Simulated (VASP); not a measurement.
Crystal: Cu3Au.

```
Cu Au
1.0
     3.74000    0.00000    0.00000
     0.00000    3.74000    0.00000
     0.00000    0.00000    3.74000
Cu Au
3 1
Direct
  0.00000 0.50000 0.50000
  0.50000 0.00000 0.50000
  0.50000 0.50000 0.00000
  0.00000 0.00000 0.00000
```

| Quantity | Value |
| --- | --- |
| Program | VASP 6.6.1 |
| Task | relaxation of cell and atoms |
| Functional | PBEsol |
| Potentials or basis | VASP PAW PBE potentials, release 64 (Cu, Au) |
| Cutoff | 600 eV |
| k mesh | 10 × 10 × 10 |
| Occupations | methfessel-paxton, width 0.1 eV |
| Spin | no spin polarisation |

At the start: pressure -3.2 GPa; volume 13.08 Å³/atom.

Task: Where does the relaxation end?

Result: Over 3 steps the energy falls by 2.8 meV/atom and the volume is 12.81 Å³/atom (-2.1 %); space group Pm-3m (No. 221, to 0.05 Å).

Step by step:
| step | energy change (eV) | largest force (eV/Å) | pressure (GPa) | volume (Å³) |
| --- | --- | --- | --- | --- |
| 1 | 0.0000 | 0.0000 | -3.16 | 52.31 |
| 2 | -0.0030 | 0.0000 | 3.09 | 50.38 |
| 3 | -0.0110 | 0.0000 | 0.02 | 51.24 |

Final structure:
```xyz
4
Lattice="3.7143 0.0000 0.0000 0.0000 3.7143 0.0000 0.0000 0.0000 3.7143" Properties=species:S:1:pos:R:3 pbc="T T T"
Cu    0.0000    1.8571    1.8571
Cu    1.8571    0.0000    1.8571
Cu    1.8571    1.8571    0.0000
Au    0.0000    0.0000    0.0000
```

Caveat: the PAW data sets were made with another functional, which shifts forces and pressure a little.
